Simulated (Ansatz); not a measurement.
Starting cell, CaF2 (fluorite):

```
CaF2
1.0
    0.00000     2.71960     2.71960
    2.71960     0.00000     2.71960
    2.71960     2.71960     0.00000
Ca F
1 2
Cartesian
  0.00000   0.00000   0.00000
  1.35980   1.35980   1.35980
  4.07940   4.07940   4.07940
```

In this cell atom 3 (F, nearest neighbour Ca at 2.355 Å; its periodic images, 3.8 Å or more away, move with it) is moved by s along Cartesian [110], unit vector (0.707, 0.707, 0.000); all other atoms and the cell stay fixed.

Calculation: r2SCAN (plane waves to 500 eV, PAW, scalar-relativistic; Ansatz, a first-principles code). k mesh 9×9×9 (Γ-centred), Fermi-Dirac smearing 0.05 eV. E stands for the smeared free energy. CaF2 was relaxed with its symmetry unable to fall. The zero of ΔE is the undisplaced structure.

**Question.** Give the computed ΔE (meV/cell) at s (Å) = -0.282, -0.094, 0.094, 0.282, 0.376.

**Answer.** 
```
s (Å)   ΔE (meV/cell)
------  -------------
-0.282            209
-0.094             22
0.094              22
0.282             209
0.376             386
```

(For displaced atoms, the force is minus the slope of the energy, and its curvature is a force constant, which sets phonon frequencies.)
